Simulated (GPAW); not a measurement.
Wanted: an ASE script for a GPAW 26.7.0 run.

```
Task                : relaxation of cell and atoms
Functional          : PBEsol
Dispersion          : D3(BJ)
Potentials or basis : PAW data sets generated in the run's folder for this functional
Cutoff              : 600 eV
Basis               : pw
k mesh              : 11 × 11 × 11
Occupations         : fermi-dirac, width 0.05 eV
Spin                : no spin polarisation
Maxiter             : 150
Optimizer           : BFGS
Fmax                : 0.02 eV/Å
Max steps           : 60
Convergence         : density=1e-05 forces=0.0001
```

Crystal: Ta.

```
Ta
1.0
    -1.65128    1.65128    1.65128
     1.65128   -1.65128    1.65128
     1.65128    1.65128   -1.65128
Ta
1
Direct
  0.00000 0.00000 0.00000
```

These files were run (other wordings do the same):

run.py

```python
from ase import Atoms
from ase.calculators.mixing import SumCalculator
from ase.filters import FrechetCellFilter
from ase.io import write
from ase.optimize import BFGS
from dftd3.ase import DFTD3
from gpaw import GPAW, PW, setup_paths

setup_paths.insert(0, '.')

atoms = Atoms(['Ta'],
              cell=[[-1.65128, 1.65128, 1.65128],
                    [1.65128, -1.65128, 1.65128],
                    [1.65128, 1.65128, -1.65128]],
              scaled_positions=[[0.0, 0.0, 0.0]],
              pbc=True)

calc = GPAW(mode=PW(600),
            xc='PBEsol',
            kpts={'size': (11, 11, 11), 'gamma': True},
            occupations={'name': 'fermi-dirac', 'width': 0.05},
            nbands=15,
            convergence={'density': 1e-05, 'forces': 0.0001},
            maxiter=150,
            txt='gpaw.txt')
atoms.calc = SumCalculator([calc, DFTD3(method='pbesol', damping='d3bj')])
opt = BFGS(FrechetCellFilter(atoms), trajectory='relax.traj', logfile='-')
done = opt.run(fmax=0.02, steps=60)
calc.write('gs.gpw')
write('result.traj', atoms)
print('Converged:', done)
print('Cell:', atoms.cell.cellpar().round(4))
print('Volume:', round(atoms.get_volume(), 4))
print(atoms.get_scaled_positions().round(5))
```

Potentials or basis: PAW data sets generated in the run's folder for this functional, pw.

Launch:

```sh
$ gpaw-setup -f PBEsol Ta
$ OMP_NUM_THREADS=1 python run.py
```

Results of the run:

| Quantity | Value |
| --- | --- |
| Relaxed volume | 17.10 Å³/atom |
| Relaxed cell | a = 2.811 Å, b = 2.811 Å, c = 2.811 Å, α = 109.47°, β = 109.47°, γ = 109.47° |
| Space group after relaxing (to 0.05 Å) | Im-3m (No. 229) |
| Energy gained by relaxing | 32.1 meV/atom |
| Ionic steps | 3 |
| Pressure after relaxing | 0.0 GPa |
| Band gap on the k mesh | none (metal or under the smearing width) |
| Dispersion energy per atom | -0.766 eV |

Caveat: later steps reuse the first step's grids; pairwise dispersion overbinds metals, which lowers pressure and volume.

Run time: 36 s on 1 thread of Intel(R) Xeon(R) Platinum 8488C (Sapphire Rapids), on a shared host, peak memory 0.17 GiB.
